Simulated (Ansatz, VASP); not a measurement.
# BN (Qingsongite) in VASP and in Ansatz

```
CELL_PARAMETERS angstrom
0.00000 1.80750 1.80750
1.80750 0.00000 1.80750
1.80750 1.80750 0.00000
ATOMIC_POSITIONS crystal
B 0.00000 0.00000 0.00000
N 0.25000 0.25000 0.25000
```

Alike in both runs: task electric field gradients; functional PBE; k mesh 14 × 14 × 14; occupations fermi-dirac, width 0.02 eV; no spin polarisation.

|  | VASP | Ansatz |
| --- | --- | --- |
| version | VASP 6.6.1 | Ansatz 0.2.0 |
| potentials or method | VASP PAW PBE potentials, release 64 (B, N) | plane-wave PAW, scalar-relativistic |
| plane-wave cutoff (eV) | 520 | 420 |
| valence electrons in the cell | 8 | 8 |

|  | VASP | Ansatz | Ansatz less VASP |
| --- | --- | --- | --- |
| gap on the k mesh at the Fermi level (eV) | 4.46 | 4.47 | +0.012 |
| pressure (GPa) | 3.3 | 3.0 | -0.26 |
| Vzz of the field gradient on the site that differs most (V/Å²) | 0.0 | 0.0 | 0.00 |

A k mesh can miss the band edges. PBE gaps usually lie below the measured ones, often by a third to a half.
